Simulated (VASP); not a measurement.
# PtSe2 (Sudovikovite) (P-3m1) in VASP: settings compared

Aim: see how the results for PtSe2 (Sudovikovite) move with the level of theory and the settings. Levels: rev-vdW-DF2, LDA, PBE+D3(BJ). Tasks: relaxation of cell and atoms.

Everything below comes from runs of VASP 6.6.1. Logs are shortened: lines on timing, memory, paths and dates and some standing lists are left out, and cuts for length are marked.

## 1. The crystal as given

It takes space group P-3m1 (No. 164, trigonal). Conventional cell: a = 3.781 Å, b = 3.781 Å, c = 4.975 Å, α = 90.00°, β = 90.00°, γ = 120.00°. Pt (site symmetry -3m) has 6 Se at 2.54 Å as nearest neighbours. Se (site symmetry 3m) has 3 Pt at 2.54 Å as nearest neighbours.

## 2. Relaxation of cell and atoms, rev-vdW-DF2

INCAR reads:

```
SYSTEM = PtSe2
  AGGAC = 0.0
  ALGO = Normal
  EDIFF = 1E-7
  EDIFFG = -0.005
  ENCUT = 600
  GGA = MK
  IBRION = 2
  ISIF = 3
  ISMEAR = 0
  LASPH = .True.
  LCHARG = .False.
  LREAL = .False.
  LUSE_VDW = .True.
  LWAVE = .False.
  NELM = 80
  NSW = 90
  PARAM1 = 0.1234
  PARAM2 = 0.711357
  PREC = Accurate
  SIGMA = 0.03
  ZAB_VDW = -1.8867
```

KPOINTS reads:

```
k-points
0
Gamma
  9 9 5
  0 0 0
```

POSCAR reads:

```
PtSe2                                   
1.0
    3.7809269287      0.0000000000     -0.0000000000
   -1.8904634643      3.2743787701      0.0000000000
   -0.0000000000     -0.0000000000      4.9753583330
  Pt              Se            
     1     2
Direct
     0.0000000000000000    0.0000000000000000    0.0000000000000000
     0.3333333332999970    0.6666666667000030    0.2609918264698456
     0.6666666667000030    0.3333333332999970    0.7390081735301541
```

Potentials or basis: VASP PAW PBE potentials, release 64 (Pt, Se).

Started as:

```bash
> cat potpaw_PBE.64/Pt/POTCAR potpaw_PBE.64/Se/POTCAR > POTCAR
> mpirun -np 1 vasp_std > vasp.out
```

OUTCAR:

```text
SYSTEM = PtSe2
   EDIFF = 1E-7
   EDIFFG = -0.005
   ENCUT = 600
   GGA = MK
   IBRION = 2
   ISIF = 3
   ISMEAR = 0
   LASPH = .True.
   LREAL = .False.
   NELM = 80
   NSW = 90
   PREC = Accurate

 ion  position               nearest neighbor table
   1  0.000  0.000  0.000-   2 2.54   3 2.54   2 2.54   3 2.54   3 2.54   2 2.54
   2  0.333  0.667  0.261-   1 2.54   1 2.54   1 2.54
   3  0.667  0.333  0.739-   1 2.54   1 2.54   1 2.54

  LATTYP: Found a hexagonal cell.
 ALAT       =     3.7809269287
 C/A-ratio  =     1.3159096769

  Lattice vectors:

 A1 = (   3.7809269287,   0.0000000000,   0.0000000000)
 A2 = (  -1.8904634643,   3.2743787701,   0.0000000000)
 A3 = (   0.0000000000,   0.0000000000,   4.9753583330)

Analysis of symmetry for initial positions (statically):
=====================================================================
 Subroutine PRICEL returns:
 Original cell was already a primitive cell.

 Routine SETGRP: Setting up the symmetry group for a
 hexagonal supercell.

 Subroutine GETGRP returns: Found 12 space group operations
 (whereof 12 operations were pure point group operations)
 out of a pool of 24 trial point group operations.

The static configuration has the point symmetry D_3d.

Analysis of symmetry for dynamics (positions and initial velocities):
=====================================================================
 Subroutine PRICEL returns:
 Original cell was already a primitive cell.

 Routine SETGRP: Setting up the symmetry group for a
 hexagonal supercell.

 Subroutine GETGRP returns: Found 12 space group operations
 (whereof 12 operations were pure point group operations)
 out of a pool of 24 trial point group operations.

The dynamic configuration has the point symmetry D_3d.

 Subroutine INISYM returns: Found 12 space group operations
 (whereof 12 operations are pure point group operations),
 and found     1 'primitive' translations

----------------------------------------------------------------------------------------

                                     Primitive cell

  volume of cell :      61.5959

  direct lattice vectors                    reciprocal lattice vectors
     3.780926929  0.000000000  0.000000000     0.264485408  0.152700721  0.000000000
    -1.890463464  3.274378770  0.000000000     0.000000000  0.305401443  0.000000000
     0.000000000  0.000000000  4.975358333     0.000000000  0.000000000  0.200990548

  length of vectors
     3.780926929  3.780926929  4.975358333     0.305401443  0.305401443  0.200990548

  position of ions in fractional coordinates (direct lattice)
     0.000000000  0.000000000  0.000000000
     0.333333333  0.666666667  0.260991826
     0.666666667  0.333333333  0.739008174

  ion indices of the primitive-cell ions
   primitive index   ion index
                 1           1
                 2           2
                 3           3

----------------------------------------------------------------------------------------

 KPOINTS: k-points

Automatic generation of k-mesh.
 Grid dimensions read from file:
 generate k-points for:    9    9    5

 Generating k-lattice:

  Cartesian coordinates                     Fractional coordinates (reciprocal lattice)
     0.029387268  0.016966747  0.000000000     0.111111111  0.000000000  0.000000000
     0.000000000  0.033933494  0.000000000     0.000000000  0.111111111  0.000000000
     0.000000000  0.000000000  0.040198110     0.000000000  0.000000000  0.200000000

  Length of vectors
     0.033933494  0.033933494  0.040198110

  Shift w.r.t. Gamma in fractional coordinates (k-lattice)
     0.000000000  0.000000000  0.000000000

 Subroutine IBZKPT returns following result:
 ===========================================

 Found     50 irreducible k-points:

 Following reciprocal coordinates:
            Coordinates               Weight
  0.000000  0.000000  0.000000      1.000000
  0.111111  0.000000  0.000000      6.000000
  0.222222  0.000000  0.000000      6.000000
  0.333333  0.000000  0.000000      6.000000
  0.444444  0.000000  0.000000      6.000000
  0.111111  0.111111  0.000000      6.000000
[... 16 lines left out ...]
  0.222222  0.111111  0.200000     12.000000
 -0.111111  0.333333  0.200000     12.000000
 [... further k-points ...]
   k-points           NKPTS =     50   k-points in BZ     NKDIM =     50   number of bands    NBANDS=     15
   number of dos      NEDOS =    301   number of ions     NIONS =      3
   total plane-waves  NPLWV =  36000
   dimension x,y,z NGX =    30 NGY =   30 NGZ =   40
   dimension x,y,z NGXF=    60 NGYF=   60 NGZF=   80
   ions per type =               1   2
   NGX,Y,Z   is equivalent  to a cutoff of  13.19, 13.19, 13.37 a.u.
   NGXF,Y,Z  is equivalent  to a cutoff of  26.38, 26.38, 26.73 a.u.
 SYSTEM =  PtSe2
   PREC   = accura    normal or accurate (medium, high low for compatibility)
   ISTART =      0    job   : 0-new  1-cont  2-samecut
   ICHARG =      2    charge: 1-file 2-atom 10-const
   ISPIN  =      1    spin polarized calculation?
   LNONCOLLINEAR =      F non collinear calculations
   LSORBIT =      F    spin-orbit coupling
   LASPH  =      T    aspherical Exc in radial PAW
   ENCUT  =  600.0 eV  44.10 Ry    6.64 a.u.   7.55  7.55  9.94*2*pi/ulx,y,z
   NELM   =     80;   NELMIN=  2; NELMDL= -5     # of ELM steps
   EDIFF  = 0.1E-06   stopping-criterion for ELM
   LREAL  =      F    real-space projection
   EDIFFG = -.5E-02   stopping-criterion for IOM
   NSW    =     90    number of steps for IOM
   IBRION =      2    ionic relax: 0-MD 1-quasi-New 2-CG
   NFREE  =      1    steps in history (QN), initial steepest desc. (CG)
   ISIF   =      3    stress and relaxation
   ISYM   =      2    0-nonsym 1-usesym 2-fastsym
   POTIM  = 0.5000    time-step for ionic-motion
   TEBEG  =    0.0;   TEEND  =   0.0 temperature during run
   PSTRESS=    0.0 pullay stress
   NELECT =      22.0000    total number of electrons
   NUPDOWN=      -1.0000    fix difference up-down
   EMIN   =  10.00;   EMAX   =-10.00  energy-range for DOS
   EFERMI =   0.00;   METHOD = LEGACY
   ISMEAR =     0;   SIGMA  =   0.03  broadening in eV -4-tet -1-fermi 0-gaus
   EFERMI_NEDOS =   21; number of points for ismear=-14 and -15
   IALGO  =     38    algorithm
   IMIX   =      4    mixing-type and parameters
     AMIX     =   0.40;   BMIX     =  1.00
     AMIX_MAG =   1.60;   BMIX_MAG =  1.00
  volume/ion in A,a.u.               =      20.53       138.56
  Fermi-wavevector in a.u.,A,eV,Ry     =   1.161534  2.194981 18.356448  1.349161
  Thomas-Fermi vector in A             =   2.298105
   LORBIT       =      0    0 simple, 1 ext, 2 COOP (PROOUT), +10 PAW based schemes
   GGA     = MK    functional components
   LHFCALC =     F    Hartree Fock is set to
   AEXX    =    0.0000 exact exchange contribution
   IVDW_NL    =     1    kernel type
   BPARAM     = 6.3000
   IVDW    =     0    specifies the selected vdW correction
   LEPSILON=     F    determine dielectric tensor
   LRPA    =     F    only Hartree local field effects (RPA)
 conjugate gradient relaxation of ions
 non-spin polarized calculation
 Gauss-broadening in eV      SIGMA  =   0.03
  energy-cutoff  :      600.00
  volume of cell :       61.60
 maximum number of plane-waves:      2081
 NGX is ok and might be reduce to    30
   NGX = 15   NGY = 15   NGZ = 19

 number of electron      22.0000002 magnetization

 Free energy of the ion-electron system (eV)
  ---------------------------------------------------
  ext. energy  EPLUGINS =         0.00000000
  ---------------------------------------------------
  free energy    TOTEN  =        -9.41642615 eV

  energy without entropy =       -9.41601179  energy(sigma->0) =       -9.41621897

 E-fermi :   6.1859     XC(G=0): -10.6859

 val. band max:        6.1292517815   @ k =   0.0000   0.2222   0.2000
 cond. band min:       6.2001814727   @ k =  -0.1111   0.4444   0.2000
 fundamental gap:      0.0709296912
 Fermi energy:         6.1858685631

 k-point     1 :       0.0000    0.0000    0.0000
  band No.  band energies     occupation
      1      -9.2505      2.00000
      2      -6.4830      2.00000
      3      -0.7476      2.00000
      4       0.1277      2.00000
      5       0.1277      2.00000
      6       2.4574      2.00000
      7       2.4574      2.00000
      8       3.7048      2.00000
      9       5.2020      2.00000
     10       5.2020      2.00000
     11       6.7958      0.00000
     12       7.3289      0.00000
     13       7.3289      0.00000
     14       9.6982      0.00000
     15      10.0390      0.00000

 k-point     2 :       0.1111    0.0000    0.0000
  band No.  band energies     occupation
      1      -9.1226      2.00000
      2      -6.5431      2.00000
      3      -0.5854      2.00000
      4       0.2097      2.00000
      5       0.2337      2.00000
      6       2.2709      2.00000
      7       2.3687      2.00000
      8       3.4363      2.00000
      9       4.7163      2.00000
     10       5.0277      2.00000
     11       6.0960      1.99998
     12       7.4458      0.00000
     13       7.5845      0.00000
     14      10.4844      0.00000
     15      10.8014      0.00000
[... 365 lines left out ...]
      3       0.0368      2.00000
      4       0.4816      2.00000
      5       0.7804      2.00000
      6       1.5276      2.00000
      7       1.7476      2.00000
      8       2.9366      2.00000
      9       3.5922      2.00000
     10       4.0994      2.00000
     11       4.7015      2.00000
     12       7.4151      0.00000
     13       8.0419      0.00000
     14      11.4452      0.00000
     15      12.6563      0.00000

 k-point    24 :      -0.1111    0.3333    0.2000
  band No.  band energies     occupation
      1      -8.3282      2.00000
      2      -6.9719      2.00000
      3      -0.2580      2.00000
      4       0.3672      2.00000
      5       0.6993      2.00000
      6       1.4052      2.00000
      7       2.0670      2.00000
      8       2.9037      2.00000
      9       4.0377      2.00000
     10       4.3443      2.00000
     11       5.6119      2.00000
     12       6.4020      0.00000
     13       7.4895      0.00000
     14      10.6406      0.00000
     15      12.3329      0.00000

 [... further k-points ...]

------------------------ aborting loop because EDIFF is reached ----------------------------------------

  FORCE on cell =-STRESS in cart. coord.  units (eV):
  Direction    XX          YY          ZZ          XY          YZ          ZX
  --------------------------------------------------------------------------------------
  -------------------------------------------------------------------------------------
  Total       -0.0033316     -0.0033316      0.0060430     -0.0000000      0.0000000      0.0000000
  in kB       -0.0866587     -0.0866587      0.1571862     -0.0000000      0.0000000      0.0000000
  external PRESSURE =      -0.0053771 kB  Pullay stress =       0.0000000 kB

 VOLUME and BASIS-vectors are now :
 -----------------------------------------------------------------------------
  energy-cutoff  :      600.00
  volume of cell :       61.60
      direct lattice vectors                 reciprocal lattice vectors
     3.780926929  0.000000000  0.000000000     0.264485408  0.152700721  0.000000000
    -1.890463464  3.274378770  0.000000000     0.000000000  0.305401443  0.000000000
     0.000000000  0.000000000  4.975358333     0.000000000  0.000000000  0.200990548

 POSITION                                       TOTAL-FORCE (eV/Angst)
 -----------------------------------------------------------------------------------
      0.00000      0.00000      0.00000         0.000000      0.000000      0.000000
     -0.00000      2.18292      1.29853        -0.000000      0.000000     -0.002922
      1.89046      1.09146      3.67683        -0.000000     -0.000000      0.002922
 -----------------------------------------------------------------------------------
    total drift:                                0.000000     -0.000000      0.000000

  FREE ENERGIE OF THE ION-ELECTRON SYSTEM (eV)
  ---------------------------------------------------
  free  energy   TOTEN  =        -9.4164261488 eV

  energy  without entropy=       -9.4160117926  energy(sigma->0) =       -9.41621897

Total vdW correction in eV:      3.0732669

 reached required accuracy - stopping structural energy minimisation
```

It took 79 s on 1 thread of Intel Xeon 6975P-C (Granite Rapids), shared host; peak memory 0.44 GiB.

What came out:

| Quantity | Value |
| --- | --- |
| Free energy | -9.4164 eV |
| Pressure after relaxing | 0.0 GPa |
| Band gap on the k mesh | none (metal or under the smearing width) |

Forces in eV/Å, atoms in the order of the input:
```
Pt   0.000  0.000  0.000
Se   0.000  0.000 -0.003
Se   0.000  0.000  0.003
```

Final structure:
```
Pt Se
1.0
     3.78093    0.00000    0.00000
    -1.89046    3.27438    0.00000
     0.00000    0.00000    4.97536
Pt Se
1 2
Direct
  0.00000 0.00000 0.00000
  0.33333 0.66667 0.26099
  0.66667 0.33333 0.73901
```

Caveat: the relaxation stopped at its first step, so nothing moved; the PAW data sets were made with another functional, which shifts forces and pressure a little. Spin-orbit coupling is left out, which matters for the levels of Pt.

(Continued in part 2 of 2.)
